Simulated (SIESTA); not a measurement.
# MgO under changes of volume

One of the cells (12.040 Å³/atom); the others are scaled copies at fixed shape and fractional positions:

```
Mg O
1.0
     3.32969    0.00000    0.00000
    -1.66485    2.88360    0.00000
     0.00000    0.00000    5.01588
Mg O
2 2
Direct
  0.66667 0.33333 0.50216
  0.33333 0.66667 0.00216
  0.66667 0.33333 0.90244
  0.33333 0.66667 0.40244
```

Measurements of this composition are mostly on another form, of space group No. 225.

```yaml
Program: SIESTA 5.4.2
Functional: PBE
Potentials_or_basis: PseudoDojo 0.4 standard (PBE files)
Basis: DZP (energy shift 0.002 Ry)
Grid_cutoff: 800 Ry
Energy_shift: 0.002 Ry
k_mesh: 9 × 9 × 6
Occupations: fermi-dirac, width 0.05 eV
Spin: no spin polarisation
```

| volume (Å³/atom) | energy over the lowest point (meV/atom) | pressure (GPa) | gap on the mesh (eV) | largest force (eV/Å) |
| --- | --- | --- | --- | --- |
| 11.096 | ? | ? | ? | ? |
| 11.332 | 38.71 | 12.5 | 3.54 | 0.103 |
| 11.568 | 22.65 | 9.3 | 3.42 | 0.075 |
| 12.040 | 3.84 | 3.7 | 3.21 | 0.037 |
| 12.276 | 0.25 | 1.3 | 3.10 | 0.019 |
| 12.512 | 0.00 | -0.9 | 3.01 | 0.002 |

What does the run at 11.096 Å³/atom give?

Energy over the lowest point 59.54 meV/atom; pressure 16.1 GPa; gap on the mesh 3.66 eV; largest force 0.132 eV/Å.

Worked out: A Birch-Murnaghan fit of order 3 (a polynomial in V^(-2/3)) to the other rows has its minimum at 12.41 Å³/atom with B0 = V·E''(V) = 113 GPa and B' = 4.4 at fixed shape and positions, which overstates the stiffness. It gives 59.88 meV/atom at 11.096 Å³/atom, against the run's 59.54, and -dE/dV = 16.2 GPa, against 16.1. A straight line through the other rows of the gap, of slope -5.36 eV per unit of ln V (its deformation potential), extrapolates to 3.65 eV, against the run's 3.66.

Energies are extrapolated to zero smearing.

Caveats: semicore shells carry a single zeta, which can move pressures by several GPa and volumes by a few percent; an odd mesh through Γ misses points on the zone boundary, where band edges often lie; the basis of atomic orbitals isn't converged, which shifts pressures, moduli and gaps.
